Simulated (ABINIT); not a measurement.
Runs of ABINIT 10.8.3 (patched build) on P. Symmetry: Cmce, No. 64, orthorhombic system. Conventional cell: a = 3.295 Å, b = 10.930 Å, c = 4.544 Å, α = 90.00°, β = 90.00°, γ = 90.00°. Around P (site symmetry m) lie 3 P at 2.20 to 2.25 Å. 

| task | level | potentials or basis | cell | k mesh | cutoff (eV) | fine-grid cutoff | cell freedom (optcell) | cutoff smearing ecutsm (Ha) | optimiser (ionmov) | force stop (Ha/bohr) | mesh quality | gap on the mesh (eV) | pressure (GPa) | relaxed volume (Å³/atom) | largest force (eV/Å) |
| --- | --- | --- | --- | --- | --- | --- | --- | --- | --- | --- | --- | --- | --- | --- | --- |
| band structure | TB-mBJ | JTH PAW LDA v2.0 | as given | 7 × 7 × 5 | 653 | 1251.72 eV | - | - | - | - | not flagged | 0.74 | - | - | - |
| band structure | r2SCAN | JTH PAW PBE v2.0 | as given | 6 × 6 × 5 | 653 | 1251.72 eV | - | - | - | - | not flagged | 0.24 | - | - | 0.09 |
| relaxation of cell and atoms | r2SCAN | JTH PAW PBE v2.0 | relaxed | 4 × 4 × 3 | 653 | 1251.72 eV | 2 | 0.5 | 2 | 5e-05 | coarse | 0.29 | - | 20.61 | - |
| relaxation of cell and atoms | PBE | PseudoDojo NC SR PBE v0.5 stringent | relaxed | 6 × 6 × 4 | 490 | - | 2 | 0.5 | 22 | 2e-05 | not flagged | 0.12 | 0.0 | (a) | - |
| band structure | PW91 | PseudoDojo NC SR PBE v0.4.1 standard | as given | 8 × 8 × 6 | 599 | - | - | - | - | - | not flagged | 0.09 | 2.3 | - | (c) |
| band structure | LDA-Teter | PseudoDojo NC SR LDA v0.4.1 standard | as given | 8 × 8 × 6 | 653 | - | - | - | - | - | not flagged | - | -2.2 | - | (b) |
| band structure | r2SCAN | Ansatz PAW PBE default generated set, frozen core | as given | 6 × 6 × 5 | 490 | 979.61 eV | - | - | - | - | not flagged | 0.24 | - | - | 0.07 |

Alike in all rows: no spin polarisation; smearing fermi-dirac 0.05 eV.

Estimate the missing entries.

(a) 21.19; (b) 0.18; (c) 0.38.

Caveats: some runs use coarse meshes; the PAW data sets were made with another functional, which shifts forces and pressure a little (some runs); the constant c of TB-mBJ comes from the pseudo density here, which moves gaps by up to 0.3 eV between sets of potentials (some runs); the mesh misses the band edges, which the band path finds closer together (some runs); an odd mesh through Γ misses points on the zone boundary, where band edges often lie (some runs); the potentials were made for another functional, which shifts forces and pressure (some runs); the atomic spheres overlap (some runs).

Not every run made on this cell is shown here.
